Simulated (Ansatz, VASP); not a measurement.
# MgS in VASP and in Ansatz

File INCAR:

```
PREC = Accurate
ENCUT = 520
EDIFF = 1E-7
ISMEAR = 0
SIGMA = 0.05
LREAL = False
LASPH = True
NELM = 80
ALGO = Normal
ISIF = 2
LWAVE = False
LCHARG = False
GGA = PS
NBANDS = 11
```

File KPOINTS:

```
Automatic mesh
0
Gamma
  8 8 8
```

The input POSCAR:

```
MgS
1.0
    0.0000000000      2.6016500000      2.6016500000
    2.6016500000      0.0000000000      2.6016500000
    2.6016500000      2.6016500000      0.0000000000
Mg S
1 1
Direct
   -0.0339739579      0.0000000000      0.0000000000
    0.5000000000      0.5000000000      0.5000000000
```

Input for Ansatz:

```yaml
crystal:
  lattice:
    - [0.0, 2.60165, 2.60165]
    - [2.60165, 0.0, 2.60165]
    - [2.60165, 2.60165, 0.0]
  atoms:
    - { symbol: Mg, position: [-0.0339739579, 0.0, 0.0] }
    - { symbol: S, position: [0.5, 0.5, 0.5] }
basis:
  ecutwfc: 420
kpoints:
  mp_grid: { grid: [8, 8, 8] }
hamiltonian:
  xc: pbesol
scf:
  occupations: { method: gaussian, width: 0.05 }
output:
  forces: true
  stress: true
  eigenvalues: true
```

Change from the starting cell: all Mg atoms moved +0.125 Å, as atom 1 towards its neighbour atom 1 (Mg) at 3.679 Å.

Alike in both runs: task single point; functional PBEsol; k mesh 8 × 8 × 8; occupations gaussian, width 0.05 eV; no spin polarisation.

|  | VASP | Ansatz |
| --- | --- | --- |
| version | VASP 6.6.1 | Ansatz 0.2.0 |
| potentials or method | VASP PAW PBE potentials, release 64 (Mg, S) | scalar-relativistic, plane waves, PAW |
| plane-wave cutoff (eV) | 520 | 420 |
| valence electrons in the cell | 8 | 16 |

```tsv
	VASP	Ansatz	Ansatz less VASP
gap on the k mesh at the Fermi level (eV)	2.71	2.71	-0.002
least direct gap on the mesh (eV)	3.59	3.59	+0.001
pressure (GPa)	-0.6	-0.4	+0.20
largest component of the traceless stress (GPa)	0.64	0.63	-0.001
rms of the force components (eV/Å)	0.207	0.206	-0.0004
```

Atom by atom the forces differ by 0.000 eV/Å (rms over components). The two sets of potentials don't hold the same shells in valence.

Caveats: the PAW data sets were made with another functional, which shifts forces and pressure a little (VASP). A k mesh can miss the band edges.
